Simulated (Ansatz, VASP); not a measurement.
Two plane-wave programs on ZnS

The input INCAR:

```
PREC = Accurate
ENCUT = 520
EDIFF = 1E-6
ISMEAR = -1
SIGMA = 0.02
LREAL = F
LASPH = T
NELM = 100
ALGO = Normal
ISIF = 2
LWAVE = F
LCHARG = F
GGA = PE
NBANDS = 16
```

KPOINTS

```
regular mesh
0
Gamma
  8 8 8
```

Contents of POSCAR:

```
ZnS
1.0
    0.0740096535      2.7010127505      2.7010127505
    2.7010127505      0.0740096535      2.7010127505
    2.7010127505      2.7010127505      0.0740096535
Zn S
1 1
Direct
    0.0025977992      0.0025977992      0.0025977992
    0.2474022008      0.2474022008      0.2474022008
```

Input for Ansatz:

```yaml
crystal:
  lattice:
    - [0.0740096535, 2.7010127505, 2.7010127505]
    - [2.7010127505, 0.0740096535, 2.7010127505]
    - [2.7010127505, 2.7010127505, 0.0740096535]
  atoms:
    - { symbol: Zn, position: [0.0025977992, 0.0025977992, 0.0025977992] }
    - { symbol: S, position: [0.2474022008, 0.2474022008, 0.2474022008] }
kpoints:
  mp_grid: { grid: [8, 8, 8] }
  band_path:
    path:
      - [0.0, 0.0, 0.0]
      - [-0.5, -0.5, 0.0]
      - [-0.375, -0.375, 0.25]
      - [-0.375, 0.0, 0.375]
      - [0.0, 0.0, 0.5]
      - [-0.5, -0.25, 0.25]
    npoints: 1
hamiltonian:
  xc: pbe
scf:
  occupations: { method: fermi_dirac, width: 0.02 }
  n_extra_bands: 4
output:
  forces: true
  stress: true
  eigenvalues: true
```

Change from the starting cell: epitaxial_111 strain -2.5%.

Alike in both runs: task single point; functional PBE; k mesh 8 × 8 × 8; occupations fermi-dirac, width 0.02 eV; no spin polarisation.

|  | VASP | Ansatz |
| --- | --- | --- |
| version | VASP 6.6.1 | Ansatz 0.2.0 |
| potentials or method | VASP PAW PBE potentials, release 64 (Zn, S) | plane waves, PAW |
| plane-wave cutoff (eV) | 520 | 420 |
| valence electrons in the cell | 18 | 18 |

|  | VASP | Ansatz | Ansatz less VASP |
| --- | --- | --- | --- |
| gap on the k mesh at the Fermi level (eV) | 2.18 | 2.17 | -0.007 |
| pressure (GPa) | 5.3 | 5.2 | -0.16 |
| largest component of the traceless stress (GPa) | 1.38 | 1.38 | 0.000 |
| rms of the force components (eV/Å) | 0.008 | 0.007 | -0.0011 |

Atom by atom the forces differ by 0.001 eV/Å (rms over components).
